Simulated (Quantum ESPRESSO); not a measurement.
Write the native input for Quantum ESPRESSO 7.5 that does the following.

| Property | Result |
| --- | --- |
| Task | dielectric tensor |
| Functional | PBE |
| Potentials or basis | GBRV 1.5 PBE |
| Cutoff | 612 eV |
| Density cutoff | 4898 eV |
| k mesh | 8 × 8 × 8 |
| Occupations | fermi-dirac, width 0.05 eV |
| Spin | no spin polarisation |
| Mixing beta | 0.5 |
| Most SCF iterations | 120 |
| SCF threshold | 4e-10 Ry |

The system is LiH.

```
Li H
1.0
     0.00000    2.03675    2.03675
     2.03675    0.00000    2.03675
     2.03675    2.03675    0.00000
Li H
1 1
Direct
  0.00000 0.00000 0.00000
  0.50000 0.50000 0.50000
```

One way to write it, as run:

pw.in

```
&CONTROL
  calculation = 'scf'
  prefix = 'pwscf'
  outdir = './tmp'
  pseudo_dir = './pseudo'
  tprnfor = .true.
  tstress = .true.
  disk_io = 'low'
/
&SYSTEM
  ibrav = 0
  A = 2.88039947
  nat = 2
  ntyp = 2
  ecutwfc = 45
  ecutrho = 360
  nbnd = 7
  occupations = 'smearing'
  smearing = 'fd'
  degauss = 0.00367493
/
&ELECTRONS
  conv_thr = 4d-10
  electron_maxstep = 120
  mixing_beta = 0.5
/
ATOMIC_SPECIES
Li     6.9400 li_pbe_v1.4.uspp.F.UPF
H      1.0080 h_pbe_v1.4.uspp.F.UPF
CELL_PARAMETERS alat
   0.0000000000    0.7071067820    0.7071067820
   0.7071067820    0.0000000000    0.7071067820
   0.7071067820    0.7071067820    0.0000000000
ATOMIC_POSITIONS alat
Li     0.0000000000    0.0000000000    0.0000000000
H      0.7071067820    0.7071067820    0.7071067820
K_POINTS automatic
8 8 8 0 0 0
```

scf2.in

```
&CONTROL
  calculation = 'scf'
  prefix = 'pwscf'
  outdir = './tmp'
  pseudo_dir = './pseudo'
  tprnfor = .true.
  tstress = .true.
  disk_io = 'low'
/
&SYSTEM
  ibrav = 0
  A = 2.88039947
  nat = 2
  ntyp = 2
  ecutwfc = 45
  ecutrho = 360
  nbnd = 7
  occupations = 'fixed'
/
&ELECTRONS
  conv_thr = 1d-13
  electron_maxstep = 120
  mixing_beta = 0.5
  startingpot = 'file'
  startingwfc = 'file'
/
ATOMIC_SPECIES
Li     6.9400 li_pbe_v1.4.uspp.F.UPF
H      1.0080 h_pbe_v1.4.uspp.F.UPF
CELL_PARAMETERS alat
   0.0000000000    0.7071067820    0.7071067820
   0.7071067820    0.0000000000    0.7071067820
   0.7071067820    0.7071067820    0.0000000000
ATOMIC_POSITIONS alat
Li     0.0000000000    0.0000000000    0.0000000000
H      0.7071067820    0.7071067820    0.7071067820
K_POINTS automatic
8 8 8 0 0 0
```

ph.in

```
dielectric of LiH
&INPUTPH
  prefix = 'pwscf'
  outdir = './tmp'
  tr2_ph = 1d-18
  fildyn = 'dyn'
  niter_ph = 90
  alpha_mix(1) = 0.7
  epsil = .true.
  trans = .false.
  zeu = .true.
/
0.0000000000 0.0000000000 0.0000000000
```

Potentials or basis: GBRV 1.5 PBE.

The run is started by

```console
$ OMP_NUM_THREADS=1 pw.x -in pw.in > pw.out
$ OMP_NUM_THREADS=1 pw.x -in scf2.in > scf2.out
$ OMP_NUM_THREADS=1 ph.x -in ph.in > ph.out
```

Results of the run:

```json
{"Pressure": "-1.6 GPa", "Band gap on the k mesh": "3.02 eV, direct", "Electronic dielectric tensor (diagonal)": "4.36", "Born charges (mean of the diagonal)": "Li +1.02; H -1.03 e"}
```

Caveat: on a mesh that holds Γ this program's dielectric tensor can be off by some percent beyond the error of the mesh.

Run time: 10 s on 1 thread of Arm Neoverse V1, on a shared host, peak memory 0.05 GiB.
